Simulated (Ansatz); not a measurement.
# TaN: the cost of one run

Method: DFT PBEsol, scalar-relativistic, plane waves, PAW, in Ansatz 0.2.0.

## 1. Starting point

Symmetry: P-6m2, No. 187, hexagonal system. The conventional cell has a = 2.938 Å, b = 2.938 Å, c = 2.883 Å, α = 90.00°, β = 90.00°, γ = 120.00°. Ta (site symmetry -6m2) is surrounded by 6 N at 2.23 Å. N (site symmetry -6m2) has 6 Ta at 2.23 Å in its first shell of neighbours.

As a file:

```
CELL_PARAMETERS angstrom
2.93800 0.00000 0.00000
-1.46900 2.54438 0.00000
0.00000 0.00000 2.88300
ATOMIC_POSITIONS crystal
Ta 0.33333 0.66667 0.50000
N 0.00000 0.00000 0.00000
```

The cell is taken as given, not relaxed at this level.

## 2. The reference cell

Reference values: F = -10187.6398 eV; pressure -4.87 GPa; largest force 0.000 eV/Å; gap on the mesh none (metal). It was computed beforehand with the settings of the runs below.

## 3. Setting up energy and stress against strain

The cell is strained by ε times the Voigt pattern (1, -1, 0, 0, 0, 0) (xx, yy, zz, yz, xz, xy; engineering shear), with fractional coordinates fixed (clamped ions). The stress on the pattern is the sum of the stress components weighted by it, tension positive.

## 4. At ε = -0.0400

input.yaml

```yaml
crystal:
  lattice:
    - [2.8204789041, 0.0, 0.0]
    - [-1.410239452, 2.6461569136, 0.0]
    - [0.0, 0.0, 2.883]
  atoms:
    - { symbol: Ta, position: [0.3333333333, 0.6666666667, 0.5] }
    - { symbol: "N", position: [0.0, 0.0, 0.0] }
basis:
  ecutwfc: 420
kpoints:
  mp_grid: { grid: [18, 18, 16] }
hamiltonian:
  xc: pbesol
scf:
  occupations: { method: gaussian, width: 0.15 }
output:
  forces: true
  stress: true
  eigenvalues: true
```

Launch:

```bash
$ ansatz run input.yaml --threads 1 --pin off --max-ram 2560MiB --backend cpu --events-out ev --progress --plain --runs-dir out
```

Q: Estimate wall time and peak memory on 1 thread of Intel Xeon at 2.50GHz (Skylake/Cascade Lake), shared host.

About 54 s, with a peak of 0.59 GiB.
